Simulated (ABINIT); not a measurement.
A calculation with ABINIT 10.8.3 (patched build) of BaTiO3 (native input, structure typed inline):

File run.abi:

```
# Pseudopotentials
pp_dirpath "./"
pseudos "Ba.GGA_PBE-JTH.xml, Ti.GGA_PBE-JTH.xml, O.GGA_PBE-JTH.xml"

# Structure
acell 3*1.0
rprim
     7.5585265533     0.0000000000     0.0000000000
     0.0000000000     7.5585265533     0.0000000000
     0.0000000000     0.0000000000     7.5929195687
ntypat 3
znucl 56 22 8
natom 5
typat 1 2 3 3 3
xred
     0.0000000000     0.0000000000     0.0000000000
     0.5000000000     0.5000000000     0.4900000000
     0.0000000000     0.5000000000     0.5170000000
     0.5000000000     0.0000000000     0.5170000000
     0.5000000000     0.5000000000     0.0190000000

# Plane-wave basis
ecut 23.0
pawecutdg 45.0

# k points
kptopt 1
ngkpt 7 7 7
nshiftk 1
shiftk 0.0 0.0 0.0

# Exchange and correlation
ixc 11

# Bands and occupations
nband 24
occopt 3
tsmear 0.05 eV

# SCF cycle
nstep 100
tolvrs 1.0e-9

# Output
iomode 3
prtwf 0
prtden 0
prteig 0
prtebands 0
enunit 1
```

Potentials or basis: JTH PAW PBE v2.0.

The run is started by

```console
$ abinit run.abi > log 2>&1
```

Problem. Write the same calculation in another form: ASE script, structure typed inline.

Solution. As run:

Contents of run.py:

```python
import json, os
import numpy as np
from ase.units import GPa
from ase.calculators.abinit import Abinit, AbinitProfile
from ase import Atoms

atoms = Atoms(['Ba', 'Ti', 'O', 'O', 'O'],
              cell=[[3.9998, 0.0, 0.0], [0.0, 3.9998, 0.0], [0.0, 0.0, 4.018]],
              scaled_positions=[[0.0, 0.0, 0.0], [0.5, 0.5, 0.49], [0.0, 0.5, 0.517], [0.5, 0.0, 0.517], [0.5, 0.5, 0.019]],
              pbc=True)

profile = AbinitProfile(command='abinit', pp_paths=[os.path.abspath('pseudos')])
params = dict(
    pps='pawxml', xc='PBE',
    ecut=625.8619,
    pawecutdg=1224.5124,
    kptopt=1,
    ngkpt=[7, 7, 7],
    nshiftk=1,
    shiftk=[0.0, 0.0, 0.0],
    ixc=11,
    nband=24,
    occopt=3,
    tsmear=0.05,
    nstep=100,
    tolvrs=1e-09,
    prtwf=0,
    prtden=0,
)

atoms.calc = Abinit(profile=profile, directory='run', **params)
energy = atoms.get_potential_energy()
forces = atoms.get_forces()
stress = atoms.get_stress()
print(f'energy {energy:.6f} eV')
print('forces (eV/A)')
print(np.round(forces, 5))
print('stress (GPa, Voigt, tension positive)', np.round(stress / GPa, 4))
json.dump(dict(energy=energy, forces=forces.tolist(), stress=stress.tolist(), cell=atoms.cell.tolist(), frac=atoms.get_scaled_positions(wrap=False).tolist()), open('results.json', 'w'))
```

Potentials or basis: JTH PAW PBE v2.0.

Command:

```sh
$ python run.py
```

Both were run:

|  | native input, structure typed inline | ASE script, structure typed inline |
| --- | --- | --- |
| Pressure | 3.6 GPa | 3.6 GPa |
| Largest force | 0.291 eV/Å | 0.291 eV/Å |
| Band gap on the k mesh | 1.89 eV, indirect (least direct gap 2.07 eV) | 1.89 eV, indirect (least direct gap 2.07 eV) |

Keys that steer only the numerical path or the files written may differ.

Caveat: this set's barium file shifts pressures by 1.5 GPa and gaps by 0.1 eV against other sets; spin-orbit coupling is left out, which moves the levels of the heavy elements; an odd mesh through Γ misses points on the zone boundary, where band edges often lie; the atomic spheres overlap.
